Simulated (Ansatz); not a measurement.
Runs of Ansatz 0.2.0 on As. Symmetry: P6/mmm, No. 191, hexagonal system. Conventional cell: a = 4.566 Å, b = 4.566 Å, c = 2.834 Å, α = 90.00°, β = 90.00°, γ = 120.00°. Around As (site symmetry -6m2) lie 5 As at 2.64 to 2.83 Å. The cell was built by a generator and needn't be a form met in nature.

| level | cutoff (eV) | gap on the mesh (eV) | pressure (GPa) |
| --- | --- | --- | --- |
| BLYP | 420 | none | 3.4 |
| PBE0 | 420 | none | -3.0 |
| PBEsol | 420 | none | -3.2 |
| r2SCAN0 | 500 | none | -3.8 |
| HSE06 | 420 | none | -2.8 |
| LDA | 420 | none | (a) |
| r2SCAN | 500 | none | (b) |
| RPBE | 420 | none | (c) |

Alike in all rows: task projected density of states; potentials or basis Ansatz PAW; no spin polarisation; cell as given; k mesh 4 × 4 × 5; smearing fermi-dirac 0.05 eV; the mesh is coarse, so values aren't converged.

Q: Estimate the missing entries.

A: (a) -4.5; (b) -2.3; (c) 0.8.

Caveats: all runs use coarse meshes; the PAW data sets come from PBE, with cores solved anew for the run's functional, which leaves a small shift of forces and pressure; the thresholds are loose for stress (some runs).

A k mesh can miss the band edges, and the runs leave out spin-orbit coupling on As.

A gap of «none» marks a metal or a gap under the smearing width.

Runs at the PBE level aren't shown here.
